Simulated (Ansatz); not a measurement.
CdF2:

```
Cd F
1.0
     0.00000    2.69400    2.69400
     2.69400    0.00000    2.69400
     2.69400    2.69400    0.00000
Cd F
1 2
Direct
  0.00000 0.00000 0.00000
  0.75000 0.75000 0.75000
  0.25000 0.25000 0.25000
```

Base run:

- Program: Ansatz 0.2.0
- Functional: LDA
- Potentials or basis: all-electron LAPW, scalar-relativistic
- Cutoff: 292 eV (chosen from the basis error)
- Basis error allowed: 0.002 eV/atom
- k mesh: 9 × 9 × 9
- Occupations: fermi-dirac, width 0.05 eV
- Spin: no spin polarisation

Its results: band gap on the k mesh 2.82 eV, indirect (least direct gap 3.27 eV); pressure -5.7 GPa.

Problem. The run is repeated on the same cell with these changes: functional from LDA to PBEsol. What comes out?

Solution. Band gap on the k mesh 2.96 eV, indirect (least direct gap 3.42 eV); pressure -0.2 GPa.

PBEsol binds less tightly than LDA, so the same cell stands under more pressure.
